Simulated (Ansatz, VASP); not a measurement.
## Two plane-wave programs on HfO2

Contents of INCAR:

```
PREC = Accurate ; ENCUT = 520
EDIFF = 1E-6 ; ISMEAR = 0
SIGMA = 0.05 ; LREAL = False
LASPH = True ; NELM = 100
ALGO = Normal ; ISIF = 2
LWAVE = False ; LCHARG = True
GGA = PE ; LELF = True
LVHAR = True ; NBANDS = 31
```

The input KPOINTS:

```
regular mesh
0
Gamma
  6 6 8
```

Contents of POSCAR:

```
HfO2
1.0
    4.7591846837      0.0000000000      0.0000000000
    0.0000000000      4.7591846837      0.0000000000
    0.0000000000      0.0000000000      3.1569423752
Hf O
2 4
Direct
    0.0000000000      0.0000000000     -0.0209086807
    0.5000000000      0.5000000000      0.5209086807
    0.1948161092      0.8051838908      0.4932900522
    0.3051838908      0.3051838908      0.0067099478
    0.6948161092      0.6948161092      0.0067099478
    0.8051838908      0.1948161092      0.4932900522
```

Input for Ansatz:

```yaml
crystal:
  lattice:
    - [4.7591846837, 0.0, 0.0]
    - [0.0, 4.7591846837, 0.0]
    - [0.0, 0.0, 3.1569423752]
  atoms:
    - { symbol: Hf, position: [0.0, 0.0, -0.0209086807] }
    - { symbol: Hf, position: [0.5, 0.5, 0.5209086807] }
    - { symbol: O, position: [0.1948161092, 0.8051838908, 0.4932900522] }
    - { symbol: O, position: [0.3051838908, 0.3051838908, 0.0067099478] }
    - { symbol: O, position: [0.6948161092, 0.6948161092, 0.0067099478] }
    - { symbol: O, position: [0.8051838908, 0.1948161092, 0.4932900522] }
basis:
  ecutwfc: 520.0
kpoints:
  mp_grid: { grid: [6, 6, 8] }
hamiltonian:
  xc: pbe
  pseudopotentials: { kind: paw, azcp: { folder: soft_1 } }
scf:
  occupations: { method: gaussian, width: 0.05 }
output:
  forces: true
  stress: true
  eigenvalues: true
  write_density: true
  write_potential: true
  elf: true
  volumetric_format: npy
```

Change from the starting cell: mode 4 frozen in at -0.068 Å, equal normal strain along x, y and z -0.0250.

Alike in both runs: task single point; functional PBE; k mesh 6 × 6 × 8; occupations gaussian, width 0.05 eV; no spin polarisation.

```csv
,VASP,Ansatz
version,VASP 6.6.1,Ansatz 0.2.0
potentials or method,"VASP PAW PBE potentials, release 64 (Hf_pv, O)","scalar-relativistic, plane waves, PAW"
plane-wave cutoff (eV),520,520
valence electrons in the cell,44,76
```

Ansatz gave:

| Quantity | Value |
| --- | --- |
| gap on the k mesh at the Fermi level (eV) | 4.22 |
| least direct gap on the mesh (eV) | 4.22 |
| pressure (GPa) | 19.3 |
| largest component of the traceless stress (GPa) | 3.78 |
| rms of the force components (eV/Å) | 0.260 |

Which values does VASP return?

gap on the k mesh at the Fermi level (eV): 4.17; least direct gap on the mesh (eV): 4.17; pressure (GPa): 16.1; largest component of the traceless stress (GPa): 3.28; rms of the force components (eV/Å): 0.247.

Atom by atom the forces differ by 0.027 eV/Å (rms over components). The two sets of potentials don't hold the same shells in valence.

Caveats: so large a pressure means that the cell lies far from this level's equilibrium, or that cutoff or potentials fall short (VASP); spin-orbit coupling is left out, which moves the levels of the heavy elements. A k mesh can miss the band edges.
